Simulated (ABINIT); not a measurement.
# GaN (F-43m) in ABINIT: notebook

The runs below take GaN through band structure, equation of state, with LDA, AM05, PW91.

Program: ABINIT 10.8.3 (patched build). These are calculated values, not measurements. Logs are shortened: lines on timing, memory, paths and dates and some standing lists are left out, and cuts for length are marked. The log counts tension as positive stress, the text compression.

**What was measured.**

A printed reference work, textbook reports, for a bulk crystal of GaN at 0 K: band gap 3.299 eV (direct).

How close the calculation comes is told below.

### 1 The crystal as given

The structure is cubic, space group F-43m (No. 216). Conventional cell: a = 4.507 Å, b = 4.507 Å, c = 4.507 Å, α = 90.00°, β = 90.00°, γ = 90.00°. Around Ga (site symmetry -43m) lie 4 N at 1.95 Å. Around N (site symmetry -43m) lie 4 Ga at 1.95 Å.

The cell is a database's computed one.

### 2 Band structure, LDA

The input, run.abi:

```
ndtset 2

pp_dirpath "./"
pseudos "Ga.LDA_PW-JTH.xml, N.LDA_PW-JTH.xml"

acell 3*1.0 Angstrom
rprim
     0.0000000000     2.2535006075     2.2535006075
     2.2535006075     0.0000000000     2.2535006075
     2.2535006075     2.2535006075     0.0000000000
ntypat 2
znucl 31 7
natom 2
typat 1 2
xred
     0.0000000000     0.0000000000     0.0000000000
     0.2500000000     0.2500000000     0.2500000000

ecut 25.0
pawecutdg 47.0

ixc 7

occopt 3
tsmear 0.05 eV

nstep 100

iomode 3
prtwf 0
prteig 0
prtebands 0
prtden1 1
prtvha1 1
prtvclmb1 1
prtpot1 1

kptopt1 1
ngkpt1 10 10 10
nshiftk1 1
shiftk1 0.0 0.0 0.0
nband1 13
tolvrs1 1.0e-9

iscf2 -2
getden2 1
nband2 17
nbdbuf2 2
tolwfr2 1.0e-12
kptopt2 -9
ndivsm2 5
prteig2 1
kptbounds2
     0.0000000000     0.0000000000     0.0000000000
     0.5000000000     0.0000000000     0.5000000000
     0.5000000000     0.2500000000     0.7500000000
     0.3750000000     0.3750000000     0.7500000000
     0.0000000000     0.0000000000     0.0000000000
     0.5000000000     0.5000000000     0.5000000000
     0.6250000000     0.2500000000     0.6250000000
     0.5000000000     0.2500000000     0.7500000000
     0.5000000000     0.5000000000     0.5000000000
     0.3750000000     0.3750000000     0.7500000000
```

Potentials or basis: JTH PAW LDA v2.0.

On the command line:

```console
abinit run.abi > log 2>&1
```

run.abo:

```text
.Version 10.8.3 of ABINIT
 DATASET    1 : space group F-4 3 m (#216); Bravais cF (face-center cubic)
================================================================================
 Values of the parameters that define the memory need for DATASET  1.
     intxc =       0    ionmov =       0      iscf =      17    lmnmax =      18
     lnmax =       6     mgfft =      30  mpssoang =       3    mqgrid =    3001
     natom =       2  nloc_mem =       2    nspden =       1   nspinor =       1
    nsppol =       1      nsym =      24    n1xccc =       1    ntypat =       2
    occopt =       3   xclevel =       1
       mpw =         938          nfft =       27000          nkpt =          47
 PAW method is used; the additional fine FFT grid is defined by:
   mgfftf=        40    nfftf =     64000
================================================================================
================================================================================

 DATASET    2 : space group F-4 3 m (#216); Bravais cF (face-center cubic)
================================================================================
 Values of the parameters that define the memory need for DATASET  2.
     intxc =       0    ionmov =       0      iscf =      -2    lmnmax =      18
     lnmax =       6     mgfft =      30  mpssoang =       3    mqgrid =    3001
     natom =       2  nloc_mem =       2    nspden =       1   nspinor =       1
    nsppol =       1      nsym =      24    n1xccc =       1    ntypat =       2
    occopt =       3   xclevel =       1
       mpw =         938          nfft =       27000          nkpt =          87
 PAW method is used; the additional fine FFT grid is defined by:
   mgfftf=        40    nfftf =     64000
================================================================================
================================================================================

--------------------------------------------------------------------------------
------------- Echo of variables that govern the present computation ------------
--------------------------------------------------------------------------------
 -outvars: echo values of preprocessed input variables --------
            acell      1.8897261259E+00  1.8897261259E+00  1.8897261259E+00 Bohr
              amu      6.97230000E+01  1.40067400E+01
             ecut      2.50000000E+01 Hartree
           getden1          0
           getden2          1
             iscf1         17
             iscf2         -2
                       outvar_i_n : Printing only first  50 k-points.
              ixc           7
           jdtset        1    2
                       outvar_i_n : Printing only first  50 k-points.
           kptopt1          1
           kptopt2         -9
         kptrlatt       10    0    0      0   10    0      0    0   10
          kptrlen1     6.02242700E+01
          kptrlen2     3.00000000E+01
            natom           2
            nband1         13
            nband2         17
           nbdbuf1          0
           nbdbuf2          2
           ndtset           2
           ndivsm1          0
           ndivsm2          5
            ngfft          30      30      30
          ngfftdg          40      40      40
             nkpt1         47
             nkpt2         87
            nstep         100
             nsym          24
           ntypat           2
           occopt           3
        pawecutdg      4.70000000E+01 Hartree
        prtebands           0
           prteig1          0
           prteig2          1
           prtpot1          1
           prtpot2          0
         prtvclmb1          1
         prtvclmb2          0
           prtvha1          1
           prtvha2          0
            prtwf           0
            rprim      0.0000000000E+00  2.2535006075E+00  2.2535006075E+00
                       2.2535006075E+00  0.0000000000E+00  2.2535006075E+00
                       2.2535006075E+00  2.2535006075E+00  0.0000000000E+00
           shiftk1     0.00000000E+00  0.00000000E+00  0.00000000E+00
           shiftk2     5.00000000E-01  5.00000000E-01  5.00000000E-01
          spgroup         216
           tolvrs1     1.00000000E-09
           tolvrs2     0.00000000E+00
           tolwfr1     0.00000000E+00
           tolwfr2     1.00000000E-12
           tsmear      1.83746611E-03 Hartree
            typat      1  2
           useylm           1
                       outvars : Printing only first  50 k-points.
[... 224 lines left out ...]

--- !DatasetInfo
iteration_state: {dtset: 2, }
dimensions: {natom: 2, nkpt: 87, mband: 17, nsppol: 1, nspinor: 1, nspden: 1, mpw: 938, }
cutoff_energies: {ecut:  25.0, pawecutdg:  47.0, }
electrons: {nelect:   1.80000000E+01, charge:   0.00000000E+00, occopt:   3.00000000E+00, tsmear:   1.83746611E-03, }
meta: {optdriver: 0, ionmov: 0, optcell: 0, iscf: -2, paral_kgb: 0, }
...

 mkfilename : getden/=0, take file _DEN from output of DATASET   1.

 Exchange-correlation functional for the present dataset will be:
  LDA: Perdew-Wang 92 LSD fit to Ceperley-Alder data - ixc=7
  J.P.Perdew and Y.Wang, PRB 45, 13244 (1992)

 Real(R)+Recip(G) space primitive vectors, cartesian coordinates (Bohr,Bohr^-1):
 R(1)=  0.0000000  4.2584990  4.2584990  G(1)= -0.1174123  0.1174123  0.1174123
 R(2)=  4.2584990  0.0000000  4.2584990  G(2)=  0.1174123 -0.1174123  0.1174123
 R(3)=  4.2584990  4.2584990  0.0000000  G(3)=  0.1174123  0.1174123 -0.1174123
 Unit cell volume ucvol=  1.5445417E+02 bohr^3
 Angles (23,13,12)=  6.00000000E+01  6.00000000E+01  6.00000000E+01 degrees

 Coarse grid specifications (used for wave-functions):

 getcut: wavevector=  0.0000  0.0000  0.0000  ngfft=  30  30  30
         ecut(hartree)=     25.000   => boxcut(ratio)=   2.21563

 getcut : COMMENT -
  Note that boxcut > 2.2 ; recall that boxcut=Gcut(box)/Gcut(sphere) = 2
  is sufficient for exact treatment of convolution.
  Such a large boxcut is a waste : you could raise ecut
  e.g. ecut=   30.681261 Hartrees makes boxcut=2

 Fine grid specifications (used for densities):

 getcut: wavevector=  0.0000  0.0000  0.0000  ngfft=  40  40  40
         ecut(hartree)=     47.000   => boxcut(ratio)=   2.15216
--------------------------------------------------------------------------------

================================================================================
 Non-SCF case, kpt    1 (  0.00000  0.00000  0.00000), residuals and eigenvalues=
  3.18E-13  3.45E-13  7.80E-13  3.28E-13  3.13E-13  2.19E-13  4.91E-13  7.13E-13
  1.73E-13  9.88E-13  7.54E-13  3.94E-13  6.38E-13  6.70E-13  6.50E-13  1.67E-10
  3.09E-08
 -3.7374E-01 -2.8983E-01 -2.8983E-01 -2.8983E-01 -2.7819E-01 -2.7819E-01
  2.0758E-01  2.0758E-01  2.0758E-01  2.7110E-01  5.7886E-01  5.7886E-01
  5.7886E-01  8.4268E-01  8.9339E-01  8.9339E-01  8.9339E-01
 Non-SCF case, kpt    2 (  0.03571  0.00000  0.03571), residuals and eigenvalues=
  9.27E-13  7.90E-13  5.59E-13  5.50E-13  7.54E-13  4.68E-13  4.82E-13  6.07E-13
  4.54E-13  3.71E-13  2.35E-13  4.74E-13  6.12E-13  9.16E-13  4.84E-13  1.97E-10
  9.79E-09
[... 584 lines left out ...]
 Non-SCF case, kpt   86 (  0.38889  0.38889  0.72222), residuals and eigenvalues=
  6.73E-13  9.54E-13  9.04E-13  5.96E-13  7.72E-13  9.56E-13  6.12E-13  1.04E-13
  7.88E-13  3.84E-13  7.82E-13  9.18E-13  5.10E-13  1.55E-13  7.18E-13  1.59E-08
  5.47E-07
 -3.3683E-01 -2.8568E-01 -2.8095E-01 -2.8031E-01 -2.7693E-01 -2.0540E-01
 -1.2310E-02  4.9595E-02  1.3137E-01  3.9655E-01  4.9222E-01  5.9895E-01
  6.6425E-01  7.1190E-01  9.3674E-01  1.0417E+00  1.0915E+00
 Non-SCF case, kpt   87 (  0.37500  0.37500  0.75000), residuals and eigenvalues=
  2.11E-13  5.98E-13  3.55E-13  2.60E-13  7.60E-13  6.22E-13  5.74E-13  7.96E-13
  7.68E-13  1.03E-13  7.18E-13  5.42E-13  3.40E-13  7.69E-13  4.04E-13  2.06E-09
  1.61E-07
 -3.3659E-01 -2.8567E-01 -2.8043E-01 -2.8041E-01 -2.7675E-01 -2.0407E-01
 -1.1394E-02  4.9218E-02  1.2671E-01  3.8694E-01  4.9053E-01  6.0722E-01
  6.7258E-01  7.0076E-01  9.5557E-01  1.0425E+00  1.1046E+00

--- !ResultsGS
iteration_state: {dtset: 2, }
comment   : Summary of ground state results
lattice_vectors:
- [  0.0000000,   4.2584990,   4.2584990, ]
- [  4.2584990,   0.0000000,   4.2584990, ]
- [  4.2584990,   4.2584990,   0.0000000, ]
lattice_lengths: [   6.02243,    6.02243,    6.02243, ]
lattice_angles: [ 60.000,  60.000,  60.000, ] # degrees, (23, 13, 12)
lattice_volume:   1.5445417E+02
convergence: {deltae:  0.000E+00, res2:  0.000E+00, residm:  9.997E-13, diffor:  0.000E+00, }
etotal    :  -8.93797534E+01
entropy   :   0.00000000E+00
fermie    :   2.40956720E-01
cartesian_stress_tensor: null
pressure_GPa: null
xred      :
- [  0.0000E+00,   0.0000E+00,   0.0000E+00, Ga]
- [  2.5000E-01,   2.5000E-01,   2.5000E-01,  N]
cartesian_forces: null
force_length_stats: {min: null, max: null, mean: null, }
...

 Integrated electronic density in atomic spheres:
 ------------------------------------------------
 Atom  Sphere_radius  Integrated_density
    1        2.10359         11.20621353
    2        1.20497          2.55846999

================================================================================

 ----iterations are completed or convergence reached----

 Mean square residual over all n,k,spin=   49.133E-14; max=  99.966E-14
 reduced coordinates (array xred) for    2 atoms
       0.000000000000      0.000000000000      0.000000000000
       0.250000000000      0.250000000000      0.250000000000

 cartesian coordinates (angstrom) at end:
    1      0.00000000000000     0.00000000000000     0.00000000000000
    2      1.12675030375000     1.12675030375000     1.12675030375000
 length scales=  1.889726125908  1.889726125908  1.889726125908 bohr
              =  1.000000000000  1.000000000000  1.000000000000 angstroms
 Eigenvalues (hartree) for nkpt=  87  k points:
 kpt#   1, nband= 17, wtk=  1.00000, kpt=  0.0000  0.0000  0.0000 (reduced coord)
  -0.37374   -0.28983   -0.28983   -0.28983   -0.27819   -0.27819    0.20758    0.20758
   0.20758    0.27110    0.57886    0.57886    0.57886    0.84268    0.89339    0.89339
   0.89339
 kpt#   2, nband= 17, wtk=  1.00000, kpt=  0.0357  0.0000  0.0357 (reduced coord)
  -0.37302   -0.28970   -0.28970   -0.28966   -0.27824   -0.27815    0.20000    0.20598
   0.20598    0.27889    0.57425    0.58046    0.58046    0.84423    0.86410    0.89668
   0.89668
 kpt#   3, nband= 17, wtk=  1.00000, kpt=  0.0714  0.0000  0.0714 (reduced coord)
  -0.37090   -0.28934   -0.28934   -0.28915   -0.27840   -0.27805    0.18332    0.20137
   0.20137    0.29600    0.56173    0.58516    0.58516    0.80574    0.87323    0.90650
   0.90650
 kpt#   4, nband= 17, wtk=  1.00000, kpt=  0.1071  0.0000  0.1071 (reduced coord)
  -0.36753   -0.28874   -0.28874   -0.28820   -0.27860   -0.27788    0.16371    0.19416
   0.19416    0.31588    0.54415    0.59262    0.59262    0.75908    0.90199    0.92266
   0.92266
 kpt#   5, nband= 17, wtk=  1.00000, kpt=  0.1429  0.0000  0.1429 (reduced coord)
[... 317 lines left out ...]
   0.14352    0.41857    0.48212    0.58315    0.64017    0.75136    0.91502    0.99324
   1.06390
 kpt#  85, nband= 17, wtk=  1.00000, kpt=  0.4028  0.4028  0.6944 (reduced coord)
  -0.33728   -0.28578   -0.28175   -0.28005   -0.27697   -0.20841   -0.01734    0.05926
   0.13709    0.40754    0.48939    0.58969    0.65323    0.72955    0.92321    1.02762
   1.07267
 kpt#  86, nband= 17, wtk=  1.00000, kpt=  0.3889  0.3889  0.7222 (reduced coord)
  -0.33683   -0.28568   -0.28095   -0.28031   -0.27693   -0.20540   -0.01231    0.04960
   0.13137    0.39655    0.49222    0.59895    0.66425    0.71190    0.93674    1.04168
   1.09145
 kpt#  87, nband= 17, wtk=  1.00000, kpt=  0.3750  0.3750  0.7500 (reduced coord)
  -0.33659   -0.28567   -0.28043   -0.28041   -0.27675   -0.20407   -0.01139    0.04922
   0.12671    0.38694    0.49053    0.60722    0.67258    0.70076    0.95557    1.04253
   1.10462

== END DATASET(S) ==============================================================
================================================================================

 -outvars: echo values of variables after computation  --------
            acell      1.8897261259E+00  1.8897261259E+00  1.8897261259E+00 Bohr
           etotal1    -8.9379753402E+01
            fcart1    -6.1747962547E-32 -6.1747962547E-32  1.8524388764E-31
                       6.1747962547E-32  6.1747962547E-32 -1.8524388764E-31
            rprim      0.0000000000E+00  2.2535006075E+00  2.2535006075E+00
                       2.2535006075E+00  0.0000000000E+00  2.2535006075E+00
                       2.2535006075E+00  2.2535006075E+00  0.0000000000E+00
           strten1     2.2684694415E-04  2.2684694415E-04  2.2684694415E-04
                       0.0000000000E+00  0.0000000000E+00  0.0000000000E+00
           xangst      0.0000000000E+00  0.0000000000E+00  0.0000000000E+00
                       1.1267503037E+00  1.1267503037E+00  1.1267503037E+00
             xred      0.0000000000E+00  0.0000000000E+00  0.0000000000E+00
                       2.5000000000E-01  2.5000000000E-01  2.5000000000E-01
 Calculation completed.
```

Wall time 37 s (1 thread of Arm Neoverse V2, shared host); peak memory 0.11 GiB.

Results:

| Property | Result |
| --- | --- |
| Free energy | -2432.1470 eV |
| Band gap on the k mesh | 1.73 eV, direct |
| Valence electrons inside the program's atomic spheres | Ga 11.21; N 2.56 |

Levels at the corners of the path, in eV from the valence-band top:
| point | band 7 | band 8 | band 9 | band 10 | band 11 | band 12 |
| --- | --- | --- | --- | --- | --- | --- |
| Γ | 0.00 | 0.00 | 0.00 | 1.73 | 10.10 | 10.10 |
| X | -6.22 | -2.74 | -2.74 | 3.25 | 6.46 | 11.50 |
| W | -5.79 | -3.74 | -3.69 | 6.12 | 8.21 | 10.15 |
| K | -5.96 | -4.31 | -2.20 | 4.88 | 7.70 | 10.88 |
| Γ | 0.00 | 0.00 | 0.00 | 1.73 | 10.10 | 10.10 |
| L | -7.13 | -0.98 | -0.98 | 4.52 | 8.60 | 10.19 |
| U | -5.96 | -4.31 | -2.20 | 4.88 | 7.70 | 10.88 |
| W | -5.79 | -3.74 | -3.69 | 6.12 | 8.21 | 10.15 |
| L | -7.13 | -0.98 | -0.98 | 4.52 | 8.60 | 10.19 |
| K | -5.96 | -4.31 | -2.20 | 4.88 | 7.70 | 10.88 |

Caveat: the cutoff is too short for stress, so the log's stress isn't used.

(Continued in part 2 of 2.)
